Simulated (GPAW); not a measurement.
Crystal: NaCl.

```xyz
2
Lattice="3.5022 0.0000 0.0000 0.0000 3.5022 0.0000 0.0000 0.0000 3.5022" Properties=species:S:1:pos:R:3 pbc="T T T"
Cl    1.7511    1.7511    1.7511
Na    0.0000    0.0000    0.0000
```

Measurements of this composition are mostly on another form, of space group No. 225.

* Program: GPAW 26.7.0
* Task: relaxation of cell and atoms
* Functional: PBE
* Dispersion: D3(BJ)
* Potentials or basis: GPAW PAW data sets (gpaw-data 1.2.1)
* Cutoff: 800 eV
* Basis: pw
* k mesh: 8 × 8 × 8
* Occupations: fermi-dirac, width 0.05 eV
* Spin: no spin polarisation

At the start: pressure -1.5 GPa; volume 21.48 Å³/atom.

How do energy, volume and symmetry change on relaxing?

Over 3 steps the energy falls by 6.0 meV/atom and the volume is 20.16 Å³/atom (-6.1 %); space group Pm-3m (No. 221, to 0.05 Å).

The path:
```csv
step,energy change (eV),largest force (eV/Å),pressure (GPa),volume (Å³)
1,0.0000,0.0000,-1.54,42.96
2,-0.0017,0.0000,-1.44,42.77
3,-0.0120,0.0000,0.13,40.33
```

Final structure:
```xyz
2
Lattice="3.4292 0.0000 0.0000 0.0000 3.4292 0.0000 0.0000 0.0000 3.4292" Properties=species:S:1:pos:R:3 pbc="T T T"
Cl    1.7146    1.7146    1.7146
Na    0.0000    0.0000    0.0000
```

Caveat: later steps reuse the first step's grids.
